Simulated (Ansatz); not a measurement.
Runs of Ansatz 0.2.0 on Ba. Symmetry: Fm-3m, No. 225, cubic system. The conventional cell has a = 6.465 Å, b = 6.465 Å, c = 6.465 Å, α = 90.00°, β = 90.00°, γ = 90.00°. This isn't the form of Ba at room conditions, which is bcc.

| task | level | potentials or basis | spin | cell | k mesh | cutoff (eV) | smearing | driver | delta | atoms under strain | points for each segment of the path | other keys | gap on the mesh (eV) | pressure (GPa) | moment (μB) |
| --- | --- | --- | --- | --- | --- | --- | --- | --- | --- | --- | --- | --- | --- | --- | --- |
| ladder of functionals | RPBE+D4 | Ansatz PAW | SOC, no magnetisation | cell strained at random at fixed volume | 6 × 6 × 6 | 420 | methfessel-paxton 0.025 eV | chain | - | - | - | - | none | -0.3 | - |
| single point | m-r2SCAN | Ansatz PAW | off | as given | 7 × 7 × 7 | 500 | fermi-dirac 0.05 eV | - | - | - | - | - | - | 0.0 | - |
| single point | r2SCAN+D4 | JTH PAW | collinear, ferromagnetic start | cell strained at random at fixed volume | 6 × 6 × 6 | 660 | tetrahedron | chain | - | - | - | - | none | -0.2 | 0.00 |
| band structure | BLYP+D3(BJ) | Ansatz NC | collinear, random start | volume scaled by 0.96 | 7 × 7 × 7 | 770 | fermi-dirac 0.15 eV | chain | - | - | 14 | - | none | -0.8 | 0.00 |
| density of states | r2SCAN+rVV10 | Ansatz PAW large core | collinear, ferromagnetic start | as given | 7 × 7 × 7 | 500 | tetrahedron | chain | - | - | - | scf.mixing.algorithm = anderson; scf.mixing.beta = 0.05 | (a) | -0.3 | 0.00 |
| single point | m-r2SCAN | Ansatz PAW | off | as given | 7 × 7 × 7 | 500 | fermi-dirac 0.05 eV | calculator | - | - | - | - | - | 0.0 | - |

Estimate the missing entries.

(a) 0.09.

Caveats: pairwise dispersion overbinds metals, which lowers pressure and volume (some runs); the starting moments weren't kept (some runs); the potentials were made for another functional, which shifts forces and pressure (some runs); with tetrahedron occupations forces and stress needn't match the slope of the energy (some runs); spin-orbit coupling is left out, which moves the levels of the heavy elements (some runs); the PAW data sets were made with another functional, which shifts forces and pressure a little (some runs); the PAW data sets come from PBE, with cores solved anew for the run's functional, which leaves a small shift of forces and pressure (some runs).

A k mesh can miss the band edges, and rows without SOC leave out spin-orbit coupling on Ba.

A gap of «none» marks a metal or a gap under the smearing width.
